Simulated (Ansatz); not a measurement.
**Hg (sc type): how the settings move a single-point run**

Aim: see which settings change the result for Hg (sc type), by how much, and at what cost.

Computed with Ansatz 0.2.0 (reference: DFT, PBE, all-electron PAW with datasets made for the crystal, scalar-relativistic, unless a step's input says otherwise).

## Step 1: The structure to begin with

The structure is cubic, space group Pm-3m (No. 221). The conventional cell has a = 3.094 Å, b = 3.094 Å, c = 3.094 Å, α = 90.00°, β = 90.00°, γ = 90.00°. Hg (site symmetry m-3m) has 6 Hg at 3.09 Å as nearest neighbours.

Structure file:

```
CELL_PARAMETERS angstrom
3.09361 0.00000 0.00000
0.00000 3.09361 0.00000
0.00000 0.00000 3.09361
ATOMIC_POSITIONS crystal
Hg 0.00000 0.00000 0.00000
```

## Step 2: The reference run

The input, input.yaml:

```yaml
crystal:
  lattice:
    - [3.093605016, 0.0, 0.0]
    - [0.0, 3.093605016, 0.0]
    - [0.0, 0.0, 3.093605016]
  atoms:
    - { symbol: Hg, position: [0.0, 0.0, 0.0] }
kpoints:
  mp_grid: { grid: [12, 12, 12] }
  band_path:
    path:
      - [0.0, 0.0, 0.0]
      - [0.0, 0.5, 0.0]
      - [0.5, 0.5, 0.0]
      - [0.0, 0.0, 0.0]
      - [0.5, 0.5, 0.5]
      - [0.0, 0.5, 0.0]
      - [0.5, 0.5, 0.5]
      - [0.5, 0.5, 0.0]
    npoints: 8
scf:
  occupations: { method: fermi_dirac, width: 0.05 }
hamiltonian:
  xc: pbe
  pseudopotentials: { kind: all_electron, datasets: crystal }
output:
  forces: true
  stress: true
  eigenvalues: true
  efg: { contact_densities: true }
```

On the command line:

```bash
$ ansatz run input.yaml --threads 1 --pin off --max-ram 2048MiB --backend cpu --events-out ev --progress --plain --runs-dir out
```

## Step 3: Variant: xc pbesol

Edit input.yaml of step 2 so:

```diff
@@ -23,3 +23,3 @@
 hamiltonian:
-  xc: pbe
+  xc: pbesol
   pseudopotentials: { kind: all_electron, datasets: crystal }
```

Before running it: what results should come out? Wanted: for each run, ending; energy change; pressure; gap; force.

As calculated:

| run | ending | energy change | pressure (GPa) | gap (eV) | force (eV/Å) | cycles | time |
| --- | --- | --- | --- | --- | --- | --- | --- |
| reference | converged | - | 0.0 | 0.00 | 0.00 | 8 | 4.8 s |
| 1: xc pbesol | converged | not comparable | -3.4 | 0.00 | 0.00 | 7 | 5.1 s |

Residual by cycle in the longest SCF loop of each run; runs are numbered as in the table. The quantity is the density residual dr2, in eV.

| cycle | reference | run 1 |
| --- | --- | --- |
| 1 | 0.153 | 0.205 |
| 2 | 0.0603 | 0.0768 |
| 3 | 0.00333 | 0.00366 |
| 4 | 1.1e-4 | 1.7e-4 |
| 5 | 1.7e-6 | 1.5e-6 |
| 6 | 1.7e-6 | 1.7e-7 |
| 7 | 9.1e-8 | 1.6e-8 |
| 8 | 4.7e-9 | - |

**Reading.** Total energies don't compare across a change of functional; the pressure goes from 0.0 to -3.4 GPa. At this fixed cell a lower pressure means that this functional prefers a smaller volume than the reference.
